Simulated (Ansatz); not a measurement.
## Response properties of CdS (F-43m)

Conventional cell: a = 5.825 Å, b = 5.825 Å, c = 5.825 Å, α = 90.00°, β = 90.00°, γ = 90.00°. Cd (atom 1) is surrounded by 4 S at 2.52 Å. S (atom 2) has 4 Cd at 2.52 Å as nearest neighbours.

Ansatz runs use the cell relaxed by PAW under their functional.

Question: What are its gap and electron mass? (PBEsol, all-electron LAPW in Ansatz 0.2.0, scalar-relativistic; a = 5.825 Å; k mesh 6×6×6, fixed occupations, basis error target 1 meV/atom)

Answer: Kohn-Sham band edges (the gap between refined extrema, the direct gap on the fine mesh): gap = 1.01 eV, least direct gap = 1.01 eV, electron conductivity mass = 0.112 mₑ, ε∞ without local fields (PAW) = 6.84.

Question: How stiff is it? (PBEsol, all-electron LAPW in Ansatz 0.2.0, scalar-relativistic; a = 5.825 Å; k mesh 8×8×8, strains of ±0.005, fixed occupations, basis error target 1 meV/atom)

Answer: Elastic moduli (Hill averages, relaxed ions; θ_D from sound speeds over directions): B = 61.5 GPa, G = 17.7 GPa, C11 = 74.5 GPa, C44 = 26.3 GPa, ν = 0.369, θ_D = 217 K.

Question: How does it vibrate? (PBEsol, all-electron LAPW in Ansatz 0.2.0, scalar-relativistic; a = 5.825 Å; k mesh 6×6×6, fixed occupations, basis error target 1 meV/atom; q mesh 2×2×2)

Answer: Harmonic phonons by finite displacements (no LO-TO term; negative means unstable): highest mode = 296 cm⁻¹, lowest at L = 41.1 cm⁻¹, lowest at X = 52.7 cm⁻¹, highest at Γ = 233 cm⁻¹.

Question: How does it screen a field? (PBEsol, PAW on Ansatz 0.2.0's default frozen-core files (fitted under PBE), scalar-relativistic; a = 5.825 Å; k mesh 6×6×6, fixed occupations, cutoff 420 eV)

Answer: Dielectric response and Born charges by linear response (direction means): ε∞ = 6.43, largest |Z*| = 2.17 e, ε₀ = 9.9.

Question: How much do local fields and the kernel change ε∞?

Answer: From 6.84 (independent particles) to 6.43 (linear response), -6 %. The two sums use different k meshes, so a part of a few per cent can be the mesh's.

Caveats: no spin-orbit coupling on heavy atoms (band edges); semilocal gaps are low, and light masses and ε∞ follow the gap (band edges); constants at zero field, no piezoelectric stiffening (moduli); frozen-core PAW files fitted under PBE, their cores solved anew for the functional of the run (field response); zone-boundary modes aren't tested (field response); field response not resolved by the mesh (field response); semilocal gaps are low, so ε∞ comes out large.
